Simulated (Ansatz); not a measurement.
Crystal: CdGeAs2.

```
Cd As Ge
1.0
    -2.98887    2.98887    5.66430
     2.98887   -2.98887    5.66430
     2.98887    2.98887   -5.66430
Cd As Ge
2 4 2
Direct
  0.50000 0.50000 0.00000
  0.25000 0.75000 0.50000
  0.09622 0.12500 0.47122
  0.37500 0.90378 0.02878
  0.65378 0.62500 0.52878
  0.87500 0.34622 0.97122
  0.75000 0.25000 0.50000
  0.00000 0.00000 0.00000
```

The cell is a database's computed one.

```yaml
Program: Ansatz 0.2.0
Task: relaxation of cell and atoms
Functional: LDA
Potentials_or_basis: Ansatz PAW
Cutoff: "420 eV (not typed: the program's choice for these potentials)"
k_mesh: 6 × 6 × 6
Occupations: fermi-dirac, width 0.05 eV
Spin: no spin polarisation
```

At the start: volume 25.30 Å³/atom.

Task: Where does the relaxation end?

Result: It ends after 5 steps and the volume is 24.21 Å³/atom (-4.3 %); space group I-42d (No. 122, to 0.05 Å).

The path:
```tsv
step	energy change (eV)	largest force (eV/Å)	volume (Å³)
1	0.0000	0.2219	202.41
2	-0.0708	0.2349	191.08
3	-0.0886	0.0148	193.97
4	-0.0887	0.0008	193.69
5	-0.0873	0.0010	193.69
```

Final structure:
```xyz
8
Lattice="-2.9371 2.9371 5.6131 2.9371 -2.9371 5.6131 2.9371 2.9371 -5.6131" Properties=species:S:1:pos:R:3 pbc="T T T"
Cd    0.0000    0.0000    5.6131
Cd    2.9371    0.0000    2.8066
As    1.4686    1.3276   -1.4033
As    1.6095   -1.4686    7.0164
As    1.4686    1.6095    4.2098
As    1.3276    4.4057    1.4033
Ge    0.0000    2.9371    2.8066
Ge    0.0000    0.0000    0.0000
```

Caveat: the plane-wave basis is chosen anew once the cell has moved, so the energies of steps on either side of that aren't comparable; the PAW data sets come from PBE, with cores solved anew for the run's functional, which leaves a small shift of forces and pressure.
